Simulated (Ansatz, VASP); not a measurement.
**Two plane-wave programs on W**

The input POSCAR:

```
W
1.0
    2.5865601591      0.0000000000      0.0000000000
    0.0000000000      2.5865601591      0.0000000000
    0.0000000000      0.0000000000      2.5865601591
W
1
Direct
    0.0000000000      0.0000000000      0.0000000000
```

File INCAR.step1:

```
ALGO = Normal
EDIFF = 1E-4
ENCUT = 520
GGA = PE
ISMEAR = -1
LASPH = True
LCHARG = False
LREAL = False
LWAVE = True
NBANDS = 13
NELM = 100
PREC = Accurate
SIGMA = 0.1
```

INCAR.step2

```
ALGO = Normal
EDIFF = 1E-6
ENCUT = 520
ISIF = 2
ISMEAR = -1
ISTART = 1
LASPH = True
LCHARG = False
LMIXTAU = True
LREAL = False
LWAVE = False
METAGGA = R2SCAN
NBANDS = 13
NELM = 100
PREC = Accurate
SIGMA = 0.1
```

Contents of KPOINTS:

```
k-points
0
Gamma
  13 13 13
```

Input for Ansatz:

```yaml
crystal:
  lattice:
    - [2.5865601591, 0.0, 0.0]
    - [0.0, 2.5865601591, 0.0]
    - [0.0, 0.0, 2.5865601591]
  atoms:
    - { symbol: W, position: [0.0, 0.0, 0.0] }
hamiltonian:
  xc: r2scan
  pseudopotentials:
    kind: paw
    azcp:
      W: "pseudopotentials/W.paw.azcp"
basis:
  ecutwfc: 500
  fft_grid_basis: typed
kpoints:
  mp_grid: { grid: [13, 13, 13], shift: [0, 0, 0] }
magnetization:
  spin_polarized: false
scf:
  occupations: { method: fermi_dirac, width: 0.1 }
  lower_state_search: "off"
output:
  stress: true
```

Alike in both runs: task single point; functional r2SCAN; k mesh 13 × 13 × 13; occupations fermi-dirac, width 0.1 eV; no spin polarisation.

|  | VASP | Ansatz |
| --- | --- | --- |
| version | VASP 6.6.1 | Ansatz 0.2.0 |
| potentials or method | VASP PAW PBE potentials, release 64 (W_sv) | plane waves (500 eV) with PAW, scalar-relativistic |
| plane-wave cutoff (eV) | 520 | 500 |
| valence electrons in the cell | 14 | 14 |

VASP gave:

* pressure (GPa): 10.5

Question: Estimate Ansatz's values.

Answer: Pressure (GPa): 9.1.

Caveats: the PAW data sets were made with another functional, which shifts forces and pressure a little (VASP). Spin-orbit coupling is left out, which matters for the levels of W.
